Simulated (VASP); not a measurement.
# KMgF3 (Pm-3m) in VASP: settings compared, part 2 of 2

VASP 6.6.1. The steps go on from the part before.

**4. Band structure, PBE**

run.py

```python
from ase.calculators.vasp import Vasp
from ase.dft.bandgap import bandgap
from ase.io import read

atoms = read('KMgF3.cif', primitive_cell=True, subtrans_included=False)
calc = Vasp(
    directory='calc',
    xc='pbe',
    pp='PBE',
    setups={'base': 'minimal', 'K': '_sv', 'F': '_s'},
    prec='Accurate',
    encut=400,
    ediff=1e-07,
    ismear=0,
    sigma=0.01,
    lreal=False,
    lasph=True,
    nelm=80,
    algo='Fast',
    isif=2,
    lwave=False,
    lcharg=True,
    kpts=[7, 7, 7],
    gamma=True,
    nbands=24,
)
atoms.calc = calc

print('energy (eV):', atoms.get_potential_energy())
print('free energy (eV):', atoms.get_potential_energy(force_consistent=True))
efermi = calc.get_fermi_level()
print('Fermi level (eV):', efermi)
path = atoms.cell.bandpath(npoints=40, eps=1e-4)
print('path:', path.path)
calc.set(kpts=path.kpts, reciprocal=True, icharg=11, isym=0, lcharg=False)
calc.calculate(atoms)
print('gap on the path (eV):', bandgap(calc, efermi=efermi)[0])
print('direct gap on the path (eV):', bandgap(calc, efermi=efermi, direct=True)[0])
```

KMgF3.cif

```cif
data_KMgF3
_cell_length_a 3.98590000
_cell_length_b 3.98590000
_cell_length_c 3.98590000
_cell_angle_alpha 90.00000000
_cell_angle_beta 90.00000000
_cell_angle_gamma 90.00000000
_space_group_name_H-M_alt 'Pm-3m'
_space_group_name_Hall '-P 4 2 3'
_space_group_IT_number 221
loop_
_space_group_symop_operation_xyz
'x,y,z'
'-x,-y,-z'
'-y,x,z'
'y,-x,-z'
'-x,-y,z'
'x,y,-z'
'y,-x,z'
'-y,x,-z'
'x,-y,-z'
'-x,y,z'
'-y,-x,-z'
'y,x,z'
'-x,y,-z'
'x,-y,z'
'y,x,-z'
'-y,-x,z'
'z,x,y'
'-z,-x,-y'
'z,-y,x'
'-z,y,-x'
'z,-x,-y'
'-z,x,y'
'z,y,-x'
'-z,-y,x'
'-z,x,-y'
'z,-x,y'
'-z,-y,-x'
'z,y,x'
'-z,-x,y'
'z,x,-y'
'-z,y,x'
'z,-y,-x'
'y,z,x'
'-y,-z,-x'
'x,z,-y'
'-x,-z,y'
'-y,z,-x'
'y,-z,x'
'-x,z,y'
'x,-z,-y'
'-y,-z,x'
'y,z,-x'
'-x,-z,-y'
'x,z,y'
'y,-z,-x'
'-y,z,x'
'x,-z,y'
'-x,z,-y'
loop_
_atom_site_label
_atom_site_type_symbol
_atom_site_symmetry_multiplicity
_atom_site_Wyckoff_symbol
_atom_site_fract_x
_atom_site_fract_y
_atom_site_fract_z
_atom_site_occupancy
K1 K 1 b 0.5000000000 0.5000000000 0.5000000000 1
Mg1 Mg 1 a 0.0000000000 0.0000000000 0.0000000000 1
F1 F 3 d 0.0000000000 0.0000000000 0.5000000000 1
```

Potentials or basis: VASP PAW PBE potentials, release 64 (K_sv, Mg, F_s).

Started as:

```console
$ python run.py
```

The log of the run:

```text
energy (eV): -24.39249059
free energy (eV): -24.39249059
Fermi level (eV): -1.35085614
path: GXMGRX,MR
gap on the path (eV): 7.2919
direct gap on the path (eV): 7.617900000000001
```

OUTCAR:

```text
ENCUT = 400.000000
   EDIFF = 1.00e-07
   GGA = PE
   PREC = Accurate
   ICHARG = 11
   ISIF = 2
   ISMEAR = 0
   ISYM = 0
   NELM = 80
   LASPH = .TRUE.
   LREAL = .FALSE.

 ion  position               nearest neighbor table
   1  0.500  0.500  0.500-   3 2.82   4 2.82   5 2.82   4 2.82   5 2.82   3 2.82   4 2.82   4 2.82
[... 809 lines left out ...]
 VOLUME and BASIS-vectors are now :
 -----------------------------------------------------------------------------
  energy-cutoff  :      400.00
  volume of cell :       63.33
      direct lattice vectors                 reciprocal lattice vectors
     3.985900000  0.000000000  0.000000000     0.250884367  0.000000000  0.000000000
     0.000000000  3.985900000  0.000000000     0.000000000  0.250884367  0.000000000
     0.000000000  0.000000000  3.985900000     0.000000000  0.000000000  0.250884367

 POSITION                                       TOTAL-FORCE (eV/Angst)
 -----------------------------------------------------------------------------------
      1.99295      1.99295      1.99295         0.000015      0.000001      0.000003
      0.00000      0.00000      0.00000        -0.000006     -0.000002     -0.000001
      0.00000      0.00000      1.99295        -0.000007      0.000000      0.000003
      1.99295      0.00000      0.00000         0.000001     -0.000003     -0.000002
      0.00000      1.99295      0.00000        -0.000003      0.000003     -0.000002
 -----------------------------------------------------------------------------------
    total drift:                                0.000033      0.000010      0.000006

  FREE ENERGIE OF THE ION-ELECTRON SYSTEM (eV)
  ---------------------------------------------------
  free  energy   TOTEN  =       -24.0480494788 eV

  energy  without entropy=      -24.0480494788  energy(sigma->0) =      -24.04804948
```

INCAR:

```text
ENCUT = 400.000000
SIGMA = 0.010000
EDIFF = 1.00e-07
ALGO = Fast
GGA = PE
PREC = Accurate
ICHARG = 11
ISIF = 2
ISMEAR = 0
ISYM = 0
NBANDS = 24
NELM = 80
LASPH = .TRUE.
LCHARG = .FALSE.
LWAVE = .FALSE.
LREAL = .FALSE.
```

Run time: 30 s. Hardware: 1 thread of Intel Xeon 6975P-C (Granite Rapids), shared host; peak memory 0.16 GiB.

Results:

```
Band gap along the path : 7.29 eV, indirect (least direct gap 7.62 eV)
```

Levels at the corners of the path, in eV from the Fermi level:
```csv
point,band 12,band 13,band 14,band 15,band 16,band 17,band 18,band 19,band 20,band 21
Γ,-0.66,-0.66,-0.36,-0.36,-0.36,7.26,10.04,10.04,12.20,12.20
X,-0.91,-0.90,-0.90,-0.57,-0.57,10.08,10.40,11.09,12.78,12.78
M,-1.08,-1.08,-0.93,-0.93,-0.06,10.87,11.66,12.59,12.59,12.80
Γ,-0.66,-0.66,-0.36,-0.36,-0.36,7.26,10.04,10.04,12.20,12.20
R,-1.16,-1.16,-0.04,-0.04,-0.04,10.40,10.40,10.40,14.03,14.04
X,-0.91,-0.90,-0.90,-0.57,-0.57,10.08,10.40,11.09,12.78,12.78
M,-1.08,-1.08,-0.93,-0.93,-0.06,10.87,11.66,12.59,12.59,12.80
R,-1.16,-1.16,-0.04,-0.04,-0.04,10.40,10.40,10.40,13.99,14.04
```

Caveat: the log is that of the step along the path at fixed density, whose energy, stress, charges and moments have no meaning.

**5. Density of states, LDA (volume scaled by 1.04)**

POSCAR

```
KMgF3
1.0
    4.0383520677      0.0000000000      0.0000000000
    0.0000000000      4.0383520677      0.0000000000
    0.0000000000      0.0000000000      4.0383520677
K Mg F
1 1 3
Direct
    0.5000000000      0.5000000000      0.5000000000
    0.0000000000      0.0000000000      0.0000000000
    0.0000000000      0.0000000000      0.5000000000
    0.0000000000      0.5000000000      0.0000000000
    0.5000000000      0.0000000000      0.0000000000
```

INCAR.step1

```
PREC = Accurate
ENCUT = 900
EDIFF = 1E-6
ISMEAR = 0
SIGMA = 0.1
LREAL = False
LASPH = True
NELM = 80
ALGO = Fast
ISIF = 2
LWAVE = False
LCHARG = True
NBANDS = 24
```

KPOINTS.step1

```
regular mesh
0
Gamma
  7 7 7
```

INCAR.step2

```
PREC = Accurate
ENCUT = 900
EDIFF = 1E-6
ISMEAR = -5
SIGMA = 0.1
LREAL = False
LASPH = True
NELM = 80
ALGO = Fast
ISIF = 2
LWAVE = False
LCHARG = False
LORBIT = 11
NBANDS = 24
NEDOS = 1001
ICHARG = 11
```

KPOINTS.step2

```
regular mesh
0
Gamma
  11 11 11
```

Potentials or basis: VASP PAW LDA potentials, release 64 (K_sv, Mg, F_h).

Started as:

```console
$ cat potpaw_LDA.64/K_sv/POTCAR potpaw_LDA.64/Mg/POTCAR potpaw_LDA.64/F_h/POTCAR > POTCAR
$ cp INCAR.step1 INCAR
$ cp KPOINTS.step1 KPOINTS
$ mpirun -np 1 vasp_std > vasp.out
$ cp INCAR.step2 INCAR
$ cp KPOINTS.step2 KPOINTS
$ mpirun -np 1 vasp_std > vasp.out
```

It took 2 min on 1 thread of Intel Xeon 6975P-C (Granite Rapids), shared host; peak memory 0.32 GiB.

Results (log left out):

| Quantity | Value |
| --- | --- |
| Valence electrons inside the program's atomic spheres | K 7.54; Mg 0.35; F 4.49 |

Levels at points of the mesh, in eV from the valence-band top:
```csv
k point,band 12,band 13,band 14,band 15,band 16,band 17,band 18,band 19,band 20,band 21
"(0.00, 0.00, 0.00)",-0.59,-0.59,-0.31,-0.31,-0.31,6.69,9.75,9.75,11.95,11.95
```

States per cell in windows of 1 eV (zero at the valence-band top; states under -8 eV left out):
| from (eV) | total | F3_p | F4_p | F5_p | Mg2_p | Mg2_s | K1_p |
| --- | --- | --- | --- | --- | --- | --- | --- |
| -8.0 | 0.00 | 0.00 | 0.00 | 0.00 | 0.00 | 0.00 | 0.00 |
| -7.0 | 0.00 | 0.00 | 0.00 | 0.00 | 0.00 | 0.00 | 0.00 |
| -6.0 | 0.00 | 0.00 | 0.00 | 0.00 | 0.00 | 0.00 | 0.00 |
| -5.0 | 0.00 | 0.00 | 0.00 | 0.00 | 0.00 | 0.00 | 0.00 |
| -4.0 | 0.78 | 0.11 | 0.11 | 0.11 | 0.01 | 0.06 | 0.00 |
| -3.0 | 2.41 | 0.38 | 0.38 | 0.38 | 0.07 | 0.05 | 0.01 |
| -2.0 | 6.68 | 1.15 | 1.15 | 1.15 | 0.06 | 0.01 | 0.08 |
| -1.0 | 8.35 | 1.60 | 1.60 | 1.60 | 0.01 | 0.00 | 0.04 |
| 0.0 | 0.00 | 0.00 | 0.00 | 0.00 | 0.00 | 0.00 | 0.00 |
| 1.0 | 0.00 | 0.00 | 0.00 | 0.00 | 0.00 | 0.00 | 0.00 |
| 2.0 | 0.00 | 0.00 | 0.00 | 0.00 | 0.00 | 0.00 | 0.00 |
| 3.0 | 0.00 | 0.00 | 0.00 | 0.00 | 0.00 | 0.00 | 0.00 |
| 4.0 | 0.00 | 0.00 | 0.00 | 0.00 | 0.00 | 0.00 | 0.00 |
| 5.0 | 0.00 | 0.00 | 0.00 | 0.00 | 0.00 | 0.00 | 0.00 |
| 6.0 | 0.02 | 0.00 | 0.00 | 0.00 | 0.00 | 0.00 | 0.00 |
| 7.0 | 0.19 | 0.00 | 0.00 | 0.00 | 0.00 | 0.02 | 0.00 |
